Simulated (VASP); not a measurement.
Input of a VASP 6.6.1 run:

File INCAR:

```
  PREC = Accurate
  ENCUT = 550
  EDIFF = 1E-6
  ISMEAR = 0
  SIGMA = 0.1
  LREAL = False
  LASPH = True
  NELM = 60
  ALGO = Fast
  ISIF = 2
  LWAVE = False
  LCHARG = True
  GGA = PE
  LELF = True
  LVHAR = True
```

KPOINTS

```
Automatic mesh
0
Gamma
  10 10 10
```

The input POSCAR:

```
Sc
1.0
    0.0000000000      2.2600000000      2.2600000000
    2.2600000000      0.0000000000      2.2600000000
    2.2600000000      2.2600000000      0.0000000000
Sc
1
Direct
    0.0000000000      0.0000000000      0.0000000000
```

Potentials or basis: VASP PAW PBE potentials, release 64 (Sc_sv_GW).

Launch:

```sh
$ cat potpaw_PBE.64/Sc_sv_GW/POTCAR > POTCAR
$ mpirun -np 1 vasp_std > vasp.out
```

(1) Predict the pressure.

(2) What does it give for the band gap on the k mesh?

## Answers

(1) 3.1 GPa.

(2) none (metal or under the smearing width).
